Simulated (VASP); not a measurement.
In, 1 atom in the cell. It takes space group Im-3m (No. 229, cubic). The conventional cell has a = 3.765 Å, b = 3.765 Å, c = 3.765 Å, α = 90.00°, β = 90.00°, γ = 90.00°. In (site symmetry m-3m) is surrounded by 8 In at 3.26 Å. This isn't the form of In at room conditions, which is tetragonal.

- Program: VASP 6.6.1
- Task: relaxation of cell and atoms
- Functional: r2SCAN
- Potentials or basis: VASP PAW PBE potentials, release 64 (In_d)
- Cutoff: 600 eV
- k mesh: 10 × 10 × 10
- Occupations: fermi-dirac, width 0.05 eV
- Spin: no spin polarisation
- Further INCAR settings: ALGO = Normal; EDIFF = 1e-07; IBRION = 2; EDIFFG = -0.02; NSW = 40; ISIF = 3

Potentials or basis: VASP PAW PBE potentials, release 64 (In_d).

Launch:

```sh
$ cat potpaw_PBE.64/In_d/POTCAR > POTCAR
$ mpirun -np 1 vasp_std > vasp.out
```

Hardware: 1 thread of Intel(R) Xeon(R) Platinum 8559C (Emerald Rapids) (shared host).

Question: How long does it take, and how much memory?

Answer: Wall time 57 s on 1 thread of Intel(R) Xeon(R) Platinum 8559C (Emerald Rapids), with other jobs on the host, peak memory 0.16 GiB. Counts: scf iterations 20, k points 47, ion steps 1.
